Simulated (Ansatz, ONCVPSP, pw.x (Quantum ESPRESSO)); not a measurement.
pw.x on fcc Ga: one setting changed

Potential: optimised norm-conserving Vanderbilt (ONCV), ONCVPSP 4.0.1.1 (patched build), PBE; core [Ar] 3d10, reference 4s2 4p1; waves: 4s: rc 1.55 bohr, ncon 4, nbas 9, qcut 3.9 1/bohr, 2 projectors, debl 2.3 Ha; 4p: rc 2.85 bohr, ncon 3, nbas 7, qcut 2.9 1/bohr, 2 projectors, debl 2.1 Ha; d scattering state at 0.06 Ha: rc 3.00 bohr, ncon 4, nbas 8, qcut 3.3 1/bohr, 2 projectors, debl 1.7 Ha; local part: polynomial inside 1.20 bohr (lpopt 5, dvloc0 0 Ha); core correction: none.

The reference run (k-mesh 13³, cutoffs 40/160 Ry, Fermi–Dirac 0.01 Ry, mixing_beta 0.4, conv_thr 1e-9, no spin) gives 0.10 GPa at 19.025 Å³/atom, where all-electron LAPW gives -0.07 GPa. This run, with its own iteration cap, changes mixing_mode to local-TF.

```
&control
  calculation='scf', prefix='x', pseudo_dir='./', outdir='./tmp', tstress=.true., disk_io='none'
/
&system
  ibrav=0, nat=1, ntyp=1, ecutwfc=40, ecutrho=160, nbnd=8,
  occupations='smearing', smearing='fd', degauss=0.01
/
&electrons
  conv_thr=1e-09, mixing_beta=0.4, electron_maxstep=60, mixing_mode='local-TF'
/
ATOMIC_SPECIES
Ga 1.0 Ga.UPF
CELL_PARAMETERS angstrom
  0.00000000 2.11884029 2.11884029
  2.11884029 0.00000000 2.11884029
  2.11884029 2.11884029 0.00000000
ATOMIC_POSITIONS crystal
Ga 0.0000 0.0000 0.0000
K_POINTS automatic
13 13 13 0 0 0
```

```bash
pw.x < Ga.scf.in > Ga.scf.out
```

How does the run end?

It converges in 6 iterations; the free energy moves by +0.0 meV/atom and the pressure by +0.00 GPa. The result is that of the reference run.

```
Message from routine setup:
     using ibrav=0 with symmetry is DISCOURAGED, use correct ibrav instead
     lattice parameter (alat)  =       5.6626  a.u.
     unit-cell volume          =     128.3871 (a.u.)^3
     number of electrons       =         3.00
     number of Kohn-Sham states=            8
     kinetic-energy cutoff     =      40.0000  Ry
     charge density cutoff     =     160.0000  Ry
     scf convergence threshold =      1.0E-09
     Exchange-correlation= PBE
     number of k points=    84  Fermi-Dirac smearing, width (Ry)=  0.0100
     iteration #  1     ecut=    40.00 Ry     beta= 0.40
     total energy              =      -4.41028610 Ry
     estimated scf accuracy    <       0.00244666 Ry
     iteration #  2     ecut=    40.00 Ry     beta= 0.40
     total energy              =      -4.41007376 Ry
     estimated scf accuracy    <       0.00129932 Ry
     iteration #  3     ecut=    40.00 Ry     beta= 0.40
     total energy              =      -4.41009471 Ry
     estimated scf accuracy    <       0.00000156 Ry
     iteration #  4     ecut=    40.00 Ry     beta= 0.40
     c_bands:  1 eigenvalues not converged
     total energy              =      -4.41009758 Ry
     estimated scf accuracy    <       0.00000007 Ry
     iteration #  5     ecut=    40.00 Ry     beta= 0.40
     total energy              =      -4.41009760 Ry
     estimated scf accuracy    <          8.5E-09 Ry
     iteration #  6     ecut=    40.00 Ry     beta= 0.40
     the Fermi energy is     5.8186 ev
!    total energy              =      -4.41009760 Ry
     estimated scf accuracy    <          1.5E-10 Ry
     smearing contrib. (-TS)   =      -0.00177813 Ry
     The total energy is F=E-TS. E is the sum of the following terms:
     one-electron contribution =       2.27608832 Ry
     hartree contribution      =       0.02127130 Ry
     xc contribution           =      -1.55289786 Ry
     ewald contribution        =      -5.15278124 Ry
     convergence has been achieved in   6 iterations
          total   stress  (Ry/bohr**3)                   (kbar)     P=        0.94
     Message from routine punch:
     Nothing written, as per user request (disk_io='none')
```

The run took about 3.6 s on one core of a shared host (Neoverse-V2, 32 threads, 247 GiB, load 12).
